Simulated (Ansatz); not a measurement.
**Comparing deformations in Tl**

All numbers below come from Ansatz, DFT PBE+D3(BJ), scalar-relativistic, plane waves, PAW. The runs took a 420 eV cutoff, a Γ-centred 16×16×16 mesh and Gaussian smearing (0.15 eV). Spin–orbit coupling is left out, which can shift energies with elements as heavy as these. No spin polarisation. Energies are free energies at this smearing, counted from the undisturbed cell; pressure is positive in compression.

The starting cell (as given, not relaxed at this level; it stands at -0.8 GPa; this fcc form isn't the usual structure):

```
CELL_PARAMETERS angstrom
0.00000 2.46634 2.46634
2.46634 0.00000 2.46634
2.46634 2.46634 0.00000
ATOMIC_POSITIONS crystal
Tl 0.00000 0.00000 0.00000
```

The cell is strained by ε times a Voigt pattern (xx, yy, zz, yz, xz, xy; engineering shear) with fractional coordinates fixed. τ = (1/V0) dE/dε comes from the stress tensor. Of each scan, only the three points used here are listed.

| pattern | ε | τ (GPa) |
| --- | --- | --- |
| (1, 1, 0, 0, 0, 0) | -0.0250 | -1.73 |
| (1, 1, 0, 0, 0, 0) | 0.0000 | 1.52 |
| (1, 1, 0, 0, 0, 0) | 0.0250 | 4.07 |
| (0, 0, 1, 0, 0, 0) | -0.0150 | 0.274 |
| (0, 0, 1, 0, 0, 0) | 0.0000 | 0.758 |
| (0, 0, 1, 0, 0, 0) | 0.0150 | 1.082 |

Problem. Which constants do the scans give, and which deformation costs least for the same size of strain tensor?

Solution. The slope dτ/dε at zero (parabola through three points) is pᵀCp: (1, 1, 0, 0, 0, 0) gives 2(C11 + C12) = 116 GPa; (0, 0, 1, 0, 0, 0) gives C11 = 26.9 GPa. The size of the strain tensor, ε:ε, is ε² times 2.0, 1.0. Per unit of it the stiffnesses are 58, 26.9 GPa, so (0, 0, 1, 0, 0, 0) is the softest of these: at ε:ε = (1 %)² the quadratic term costs 0.25 meV/atom against 0.54 for the stiffest. These are clamped-ion values. The starting stress shifts them by about its own size.

In a metal these slopes depend on the k mesh and the smearing.